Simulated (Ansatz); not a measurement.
# Ba: the cost of one run

Method: DFT LDA, scalar-relativistic, in Ansatz 0.2.0.

## 1. The structure to begin with

It takes space group Cmcm (No. 63, orthorhombic). Conventional cell: a = 7.265 Å, b = 4.909 Å, c = 7.278 Å, α = 90.00°, β = 90.00°, γ = 90.00°. Around Ba (site symmetry m2m) lie 8 Ba at 4.36 to 4.42 Å.

As a file:

```
CELL_PARAMETERS angstrom
3.63253 -2.45435 0.00000
3.63253 2.45435 0.00000
0.00000 0.00000 7.27813
ATOMIC_POSITIONS crystal
Ba 0.74413 0.25587 0.25000
Ba 0.25587 0.74413 0.75000
```

Atoms are numbered in the order of the input: Ba1, Ba2.

## 2. The deformed structure

Space group Cmcm before, Cmcm after.

## 3. LAPW, all electrons

File input.yaml:

```yaml
crystal:
  lattice:
    - [3.59620668, -2.42980155, 0.0]
    - [3.59620668, 2.42980155, 0.0]
    - [0.0, 0.0, 7.278134]
  atoms:
    - { symbol: Ba, position: [0.74413, 0.25587, 0.25] }
    - { symbol: Ba, position: [0.25587, 0.74413, 0.75] }
kpoints:
  mp_grid: { grid: [10, 10, 6] }
scf:
  occupations: { method: fermi_dirac, width: 0.05 }
hamiltonian:
  xc: lda
  pseudopotentials: { kind: all_electron, lapw: { basis_error: 0.001 } }
output:
  forces: true
  stress: true
  eigenvalues: true
```

The run is started by

```
$ ansatz run input.yaml --threads 1 --pin off --max-ram 2048MiB --backend cpu --events-out ev --progress --plain --runs-dir out
```

Q: Estimate wall time and peak memory on 1 thread of Arm Neoverse N1, shared host.

About 33 s, with a peak of 0.4 GiB.
